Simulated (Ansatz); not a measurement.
## TiCo under changes of volume

One of the cells (13.313 Å³/atom); the others are scaled copies at fixed shape and fractional positions:

```
Co Ti
1.0
     2.98611    0.00000    0.00000
     0.00000    2.98611    0.00000
     0.00000    0.00000    2.98611
Co Ti
1 1
Direct
  0.50000 0.50000 0.50000
  0.00000 0.00000 0.00000
```

The cell comes from a database or a generator and needn't be the stable form of this composition.

| Property | Result |
| --- | --- |
| Program | Ansatz 0.2.0 |
| Functional | LDA |
| Potentials or basis | Ansatz PAW |
| Cutoff | 420 eV (not typed: the program's choice for these potentials) |
| k mesh | 9 × 9 × 9 |
| Occupations | fermi-dirac, width 0.05 eV |
| Spin | collinear spin, ferromagnetic start |
| Starting moments | [2.0, 1.0] μB |

| volume (Å³/atom) | energy over the lowest point (meV/atom) | pressure (GPa) | moment (μB per cell) |
| --- | --- | --- | --- |
| 12.515 | 0.00 | -4.5 | 0.44 |
| 12.781 | 10.74 | -8.3 | 0.45 |
| 13.047 | 27.49 | -11.7 | 0.47 |
| 13.313 | 49.63 | -14.7 | 0.49 |
| 13.580 | 76.53 | -17.4 | 0.51 |
| 13.846 | ? | ? | ? |
| 14.112 | 142.61 | -21.9 | 0.56 |

Question: What does the run at 13.846 Å³/atom give?

Answer: Energy over the lowest point 107.67 meV/atom; pressure -19.8 GPa; moment 0.53 μB per cell.

Worked out: A Birch-Murnaghan fit of order 3 (a polynomial in V^(-2/3)) to the other rows has its minimum at 12.23 Å³/atom, just outside them, with B0 = V·E''(V) = 210 GPa and B' = 4.3. It gives 107.69 meV/atom at 13.846 Å³/atom, against the run's 107.67, and -dE/dV = -19.9 GPa, against -19.8. A straight line through the other rows of the moment, of slope 0.0762 μB per Å³/atom, gives 0.53 μB, against the run's 0.53.

Energies are extrapolated to zero smearing.

Caveats: the PAW data sets come from PBE, with cores solved anew for the run's functional, which leaves a small shift of forces and pressure.
